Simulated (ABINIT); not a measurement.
# MoS2 (P6_3/mmc) in ABINIT: notebook, part 3 of 3

ABINIT 10.8.3 (patched build). The steps go on from the part before.

## 4. Single point, PBEsol

Input file run.abi:

```
pp_dirpath "./"
pseudos "Mo.upf, S.upf"

acell 5.9885420889 5.988542089 23.2889847599
rprim
     1.0000000000     0.0000000000     0.0000000000
    -0.5000000000     0.8660254038     0.0000000000
     0.0000000000     0.0000000000     1.0000000000
ntypat 2
znucl 42 16
natom 6
typat 1 1 2 2 2 2
xred
     0.6666666667     0.3333333333     0.7500000000
     0.3333333333     0.6666666667     0.2500000000
     0.6666666667     0.3333333333     0.3770000000
     0.3333333333     0.6666666667     0.8770000000
     0.6666666667     0.3333333333     0.1230000000
     0.3333333333     0.6666666667     0.6230000000

ecut 1088.455450 eV

kptopt 1
ngkpt 8 8 2
nshiftk 1
shiftk 0.0 0.0 0.0

ixc -116133

nband 32
occopt 3
tsmear 0.00183747

nstep 100
tolvrs 1.0e-10

iomode 3
prtwf 0
prtden 0
prteig 0
prtebands 0
enunit 2
prtvol 2
```

Potentials or basis: PseudoDojo NC SR PBEsol v0.4.1 standard.

Launch:

```
abinit run.abi > log 2>&1
```

run.abo:

```text
.Version 10.8.3 of ABINIT
 Symmetries : space group P6_3/m m c (#194); Bravais hP (primitive hexag.)
================================================================================
 Values of the parameters that define the memory need of the present run
     intxc =       0    ionmov =       0      iscf =       7    lmnmax =       6
     lnmax =       6     mgfft =     135  mpssoang =       3    mqgrid =    6631
     natom =       6  nloc_mem =       1    nspden =       1   nspinor =       1
    nsppol =       1      nsym =      24    n1xccc =    2501    ntypat =       2
    occopt =       3   xclevel =       2
       mpw =        8796          nfft =      174960          nkpt =          20
================================================================================
================================================================================

--------------------------------------------------------------------------------
------------- Echo of variables that govern the present computation ------------
--------------------------------------------------------------------------------
 -outvars: echo values of preprocessed input variables --------
            acell      5.9885420889E+00  5.9885420890E+00  2.3288984760E+01 Bohr
              amu      9.59400000E+01  3.20660000E+01
             ecut      4.00000000E+01 Hartree
           enunit           2
              ixc     -116133
         kptrlatt        8    0    0      0    8    0      0    0    2
          kptrlen      4.65779695E+01
            natom           6
            nband          32
            ngfft          36      36     135
             nkpt          20
            nstep         100
             nsym          24
           ntypat           2
           occopt           3
           prtden           0
        prtebands           0
           prteig           0
           prtvol           2
            prtwf           0
            rprim      1.0000000000E+00  0.0000000000E+00  0.0000000000E+00
                      -5.0000000000E-01  8.6602540380E-01  0.0000000000E+00
                       0.0000000000E+00  0.0000000000E+00  1.0000000000E+00
          spgroup         194
           tolvrs      1.00000000E-10
           tsmear      1.83747000E-03 Hartree
            typat      1  1  2  2  2  2
           xangst      1.5844999989E+00  9.1481150094E-01  9.2429999937E+00
                      -1.7639436524E-11  1.8296230019E+00  3.0809999979E+00
                       1.5844999989E+00  9.1481150094E-01  4.6461479969E+00
                      -1.7639436524E-11  1.8296230019E+00  1.0808147993E+01
                       1.5844999989E+00  9.1481150094E-01  1.5158519990E+00
                      -1.7639436524E-11  1.8296230019E+00  7.6778519948E+00
            xcart      2.9942710444E+00  1.7287431936E+00  1.7466738570E+01
                      -3.3333704046E-11  3.4574863872E+00  5.8222461900E+00
                       2.9942710444E+00  1.7287431936E+00  8.7799472545E+00
[... 466 lines left out ...]
   0.27787    0.27787    0.35338    0.35338    0.39432    0.39432    0.40880    0.40880
      occupation numbers for kpt#  20
   2.00000    2.00000    2.00000    2.00000    2.00000    2.00000    2.00000    2.00000
   2.00000    2.00000    2.00000    2.00000    2.00000    2.00000    2.00000    2.00000
   2.00000    2.00000    2.00000    2.00000    2.00000    2.00000    2.00000    2.00000
   2.00000    2.00000    0.00000    0.00000    0.00000    0.00000    0.00000    0.00000
 Fermi (or HOMO) energy (eV) =   8.80669   Average Vxc (eV)= -11.13853
 Eigenvalues (   eV  ) for nkpt=  20  k points:
 kpt#   1, nband= 32, wtk=  0.00781, kpt=  0.0000  0.0000  0.0000 (reduced coord)
 -53.04170  -53.04169  -27.22407  -27.22398  -26.99090  -26.99090  -26.99089  -26.99089
  -6.55720   -6.28302   -5.33464   -4.88195    1.48480    2.53726    4.86941    5.11254
   5.11254    5.12554    5.12554    6.21694    6.21694    6.26369    6.26369    7.21539
   7.22806    8.39926   10.49369   10.50141   10.52188   10.52867   10.67306   10.73114
 kpt#   2, nband= 32, wtk=  0.04688, kpt=  0.1250  0.0000  0.0000 (reduced coord)
 -53.03585  -53.03585  -27.21250  -27.21242  -27.04983  -27.04983  -27.00429  -27.00429
  -6.32223   -6.05207   -5.22213   -4.79924    1.74765    2.78818    4.45804    4.61344
   4.64969    5.34741    5.37278    5.48337    5.86439    5.92084    6.36913    7.22410
   7.37069    7.94090   10.16895   10.26670   10.40551   10.41750   10.51294   10.61995
 kpt#   3, nband= 32, wtk=  0.04688, kpt=  0.2500  0.0000  0.0000 (reduced coord)
 -53.02170  -53.02170  -27.18990  -27.18989  -27.18445  -27.18439  -27.03647  -27.03647
  -5.69544   -5.44702   -4.92232   -4.58593    2.23931    3.00714    3.71226    3.74761
   4.06702    4.33795    5.20537    5.27536    5.92721    5.99392    6.08419    6.80332
   6.88496    7.01414    9.57537    9.98880   10.20438   10.43331   10.43659   11.07097
 kpt#   4, nband= 32, wtk=  0.04688, kpt=  0.3750  0.0000  0.0000 (reduced coord)
 -53.00750  -53.00750  -27.32697  -27.32697  -27.15625  -27.15622  -27.06844  -27.06843
[... 68 lines left out ...]
 kpt#  18, nband= 32, wtk=  0.09375, kpt=  0.3750  0.1250  0.5000 (reduced coord)
 -53.00161  -53.00161  -27.35266  -27.35266  -27.14455  -27.14455  -27.11325  -27.11325
  -4.51813   -4.51813   -4.29170   -4.29170    2.12871    2.12871    2.74225    2.74225
   3.69503    3.69503    4.56110    4.56110    5.72150    5.72150    5.94390    5.94390
   7.22957    7.22957    9.97887    9.97887   10.49304   10.49305   11.34840   11.34905
 kpt#  19, nband= 32, wtk=  0.04688, kpt=  0.2500  0.2500  0.5000 (reduced coord)
 -53.00162  -53.00162  -27.31088  -27.31088  -27.15642  -27.15642  -27.14458  -27.14458
  -4.53531   -4.53531   -4.27785   -4.27785    2.48310    2.48310    2.74396    2.74396
   3.88512    3.88512    4.54169    4.54169    4.83607    4.83607    6.04498    6.04498
   7.19479    7.19479    9.86566    9.86566   10.46561   10.46561   10.95078   10.95079
 kpt#  20, nband= 32, wtk=  0.04688, kpt=  0.3750  0.2500  0.5000 (reduced coord)
 -52.99745  -52.99745  -27.31556  -27.31556  -27.20154  -27.20154  -27.13631  -27.13631
  -4.26442   -4.26442   -4.17355   -4.17355    2.32196    2.32196    2.67497    2.67497
   3.68695    3.68695    4.31333    4.31333    4.87495    4.87495    5.65498    5.65498
   7.56127    7.56127    9.61592    9.61592   10.73002   10.73002   11.12401   11.12401
 Total charge density [el/Bohr^3]
)     Maximum=    9.3673E-01  at reduced coord.    0.7500    0.5000    0.7481
)Next maximum=    9.3673E-01  at reduced coord.    0.7500    0.2500    0.7481
)     Minimum=    1.2337E-03  at reduced coord.    0.6667    0.3333    0.3778
)Next minimum=    1.2337E-03  at reduced coord.    0.3333    0.6667    0.6222
   Integrated=    5.2000E+01

--- !EnergyTerms
iteration_state     : {dtset: 1, }
comment             : Components of total free energy in Hartree
kinetic             :  5.98679404267623E+01
hartree             :  5.39246896432030E+01
xc                  : -3.31301923144422E+01
Ewald energy        : -1.19847493876065E+02
psp_core            :  4.80046662521479E+00
local_psp           : -1.73707461592231E+02
non_local_psp       :  2.32591058049719E+01
internal            : -1.84832945282587E+02
'-kT*entropy'       : -1.76272846335365E-07
total_energy        : -1.84832945458860E+02
total_energy_eV     : -5.02956066986337E+03
band_energy         : -1.62400596549494E+01
...

 Cartesian components of stress tensor (hartree/bohr^3)
  sigma(1 1)=  1.08997095E-04  sigma(3 2)=  0.00000000E+00
  sigma(2 2)=  1.08997095E-04  sigma(3 1)=  0.00000000E+00
  sigma(3 3)=  7.78628674E-05  sigma(2 1)=  6.50365217E-14

-Cartesian components of stress tensor (GPa)         [Pressure= -2.9015E+00 GPa]
- sigma(1 1)=  3.20680526E+00  sigma(3 2)=  0.00000000E+00
- sigma(2 2)=  3.20680524E+00  sigma(3 1)=  0.00000000E+00
- sigma(3 3)=  2.29080465E+00  sigma(2 1)=  1.91344053E-09

== END DATASET(S) ==============================================================
================================================================================

 -outvars: echo values of variables after computation  --------
            acell      5.9885420889E+00  5.9885420890E+00  2.3288984760E+01 Bohr
           etotal     -1.8483294546E+02
            fcart     -2.3980418456E-28 -1.3845101051E-27 -2.8912048461E-19
                      -5.9951046141E-28  6.9225505247E-29 -2.8912067404E-19
                       4.7960836913E-28  6.9225505257E-29 -5.9181121944E-03
                       2.9975523070E-28  5.8841679465E-28 -5.9181121944E-03
                      -5.9951046141E-29  3.8074027889E-28  5.9181121944E-03
                       1.1990209228E-28  2.7690202101E-28  5.9181121944E-03
            rprim      1.0000000000E+00  0.0000000000E+00  0.0000000000E+00
                      -5.0000000000E-01  8.6602540380E-01  0.0000000000E+00
                       0.0000000000E+00  0.0000000000E+00  1.0000000000E+00
           strten      1.0899709532E-04  1.0899709485E-04  7.7862867402E-05
                       0.0000000000E+00  0.0000000000E+00  6.5036521734E-14
           xangst      1.5844999989E+00  9.1481150094E-01  9.2429999937E+00
                      -1.7639436524E-11  1.8296230019E+00  3.0809999979E+00
                       1.5844999989E+00  9.1481150094E-01  4.6461479969E+00
                      -1.7639436524E-11  1.8296230019E+00  1.0808147993E+01
                       1.5844999989E+00  9.1481150094E-01  1.5158519990E+00
                      -1.7639436524E-11  1.8296230019E+00  7.6778519948E+00
             xred      6.6666666667E-01  3.3333333333E-01  7.5000000000E-01
                       3.3333333333E-01  6.6666666667E-01  2.5000000000E-01
                       6.6666666667E-01  3.3333333333E-01  3.7700000000E-01
                       3.3333333333E-01  6.6666666667E-01  8.7700000000E-01
                       6.6666666667E-01  3.3333333333E-01  1.2300000000E-01
                       3.3333333333E-01  6.6666666667E-01  6.2300000000E-01
 Calculation completed.
```

Wall time 4.7 min (1 thread of Arm Neoverse V1, shared host); peak memory 0.19 GiB.

What came out:

```yaml
Free_energy: -5029.5607 eV
Pressure: -2.9 GPa
Largest_force: 0.304 eV/Å
Band_gap_on_the_k_mesh: 0.94 eV, indirect (least direct gap 1.93 eV)
Valence_electrons_inside_the_program's_atomic_spheres: Mo 10.50; S 3.91
```

Forces in eV/Å, atoms in the order of the input:
```
Mo   0.000  0.000  0.000
Mo   0.000  0.000  0.000
S    0.000  0.000 -0.304
S    0.000  0.000 -0.304
S    0.000  0.000  0.304
S    0.000  0.000  0.304
```

Caveat: this functional lacks dispersion, which binds the layers, so the pressure and a relaxed spacing across them are unreliable.

## 5. Summary

| level | potentials or basis | cutoff (eV) | gap on the mesh (eV) | pressure (GPa) | largest force (eV/Å) |
| --- | --- | --- | --- | --- | --- |
| LDA | PseudoDojo NC SR LDA v0.4.1 standard | 952 | 0.91 | -5.9 | 0.47 |
| PBE | PseudoDojo NC SR PBE v0.5 standard | 980 | 0.98 | 1.9 | 0.06 |
| PBEsol | PseudoDojo NC SR PBEsol v0.4.1 standard | 1088 | 0.94 | -2.9 | 0.30 |

Alike in all rows: task single point; no spin polarisation; cell as given; k mesh 8 × 8 × 2; smearing fermi-dirac 0.05 eV.

Caveats: this functional lacks dispersion, which binds the layers, so the pressure and a relaxed spacing across them are unreliable (some runs).

Absolute energies hang on the potentials; compare differences alone.

## 6. Against experiment

Step 2. Measured gap of MoS2: 1.3 eV (indirect; 300 K; “Multiwavelength excitation Raman Scattering Analysis of bulk and 2 dimensional MoS2: Vibrational properties of atomically thin MoS2 layers”, 2015, arxiv:1506.03228). This calculation gives 0.91 eV (-0.39 eV). Spin-orbit coupling on Mo is left out. The value is that of LDA on a finite k mesh, which can miss the band edges, without temperature or zero-point motion. Semilocal functionals fall short of measured gaps as a rule.

Step 3. Measured gap of MoS2: 1.3 eV (indirect; 300 K; “Multiwavelength excitation Raman Scattering Analysis of bulk and 2 dimensional MoS2: Vibrational properties of atomically thin MoS2 layers”, 2015, arxiv:1506.03228). This calculation gives 0.98 eV (-0.32 eV). Spin-orbit coupling on Mo is left out. The value is that of PBE on a finite k mesh, which can miss the band edges, without temperature or zero-point motion. Semilocal functionals fall short of measured gaps as a rule.

Step 4. Against the measured gap of MoS2, 1.3 eV (indirect; 300 K; “Multiwavelength excitation Raman Scattering Analysis of bulk and 2 dimensional MoS2: Vibrational properties of atomically thin MoS2 layers”, 2015, arxiv:1506.03228), the calculated 0.94 eV is off by -0.36 eV. Spin-orbit coupling on Mo is left out. The value is that of PBEsol on a finite k mesh, which can miss the band edges, without temperature or zero-point motion. Semilocal functionals fall short of measured gaps as a rule.
